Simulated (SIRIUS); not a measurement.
Write the native input for SIRIUS 7.10.0 that does the following.

| Property | Result |
| --- | --- |
| Task | single point |
| Functional | AM05 |
| Potentials or basis | PseudoDojo 0.4.1 PBE standard (scalar relativistic) |
| Cutoff | 1307 eV |
| Density cutoff | 5227 eV |
| k mesh | 7 × 7 × 7 |
| Occupations | fermi-dirac, width 0.05 eV |
| Spin | collinear spin, ferromagnetic start |
| Starting moments | [4.0, 0.0] μB |
| Libxc names | ["XC_GGA_X_AM05", "XC_GGA_C_AM05"] |
| Energy tol | 1e-08 Ha |
| Density tol | 1e-06 |
| Mixer | anderson |
| Mixing beta | 0.5 |
| Max scf | 100 |
| Radial cutoff for the potentials' integrals | 6.5 bohr |

MnO:

```xyz
2
Lattice="0.0000 2.2239 2.2239 2.2239 0.0000 2.2239 2.2239 2.2239 0.0000" Properties=species:S:1:pos:R:3 pbc="T T T"
Mn    0.0000    0.0000    0.0000
O     2.2239    2.2239    2.2239
```

The cell is a database's computed one.

One way to write it, as run:

sirius.json

```json
{
  "control": {
    "processing_unit": "cpu",
    "verbosity": 2,
    "num_bands_to_print": 18,
    "print_forces": true,
    "print_stress": true
  },
  "parameters": {
    "electronic_structure_method": "pseudopotential",
    "xc_functionals": ["XC_GGA_X_AM05", "XC_GGA_C_AM05"],
    "gk_cutoff": 9.8,
    "pw_cutoff": 19.6,
    "ngridk": [7, 7, 7],
    "shiftk": [0, 0, 0],
    "smearing": "fermi_dirac",
    "smearing_width": 0.0018374661,
    "num_bands": 18,
    "num_mag_dims": 1,
    "num_dft_iter": 100,
    "energy_tol": 1e-08,
    "density_tol": 1e-06
  },
  "iterative_solver": {
    "type": "davidson",
    "min_tolerance": 1e-09,
    "tolerance_scale": [0.1, 0.25]
  },
  "mixer": {
    "type": "anderson",
    "beta": 0.5,
    "max_history": 8
  },
  "settings": {
    "tol_ne": 1e-10,
    "pseudo_grid_cutoff": 6.5,
    "smooth_initial_mag": true
  },
  "unit_cell": {
    "lattice_vectors": [
      [0.0, 4.202576484738, 4.202576484738],
      [4.202576484738, 0.0, 4.202576484738],
      [4.202576484738, 4.202576484738, 0.0]
    ],
    "atom_coordinate_units": "lattice",
    "atom_types": ["Mn", "O"],
    "atom_files": {
      "O": "O.json",
      "Mn": "Mn.json"
    },
    "atoms": {
      "Mn": [
        [0.0, 0.0, 0.0, 0.0, 0.0, 4.0]
      ],
      "O": [
        [0.5, 0.5, 0.5, 0.0, 0.0, 0.0]
      ]
    }
  }
}
```

Potentials or basis: PseudoDojo 0.4.1 PBE standard (scalar relativistic).

The run is started by

```console
$ upf_to_json O.upf
$ upf_to_json Mn.upf
$ OMP_NUM_THREADS=1 sirius.scf --input=sirius.json --output=out.json --task=0
```

Results of the run:

* Pressure: -8.4 GPa
* Band gap on the k mesh: none (metal or under the smearing width)
* Net moment: 4.69 μB per cell
* Absolute moment: 4.69 μB per cell

Caveat: the potentials were made for another functional, which shifts forces and pressure; a cell with one magnetic atom can't hold antiferromagnetic order, which such compounds often take; semilocal functionals often make such compounds metallic where correlation or magnetic order opens a gap, which also shifts bond lengths.

Run time: 38 s on 1 thread of Arm Neoverse V2, on a shared host, peak memory 0.3 GiB.
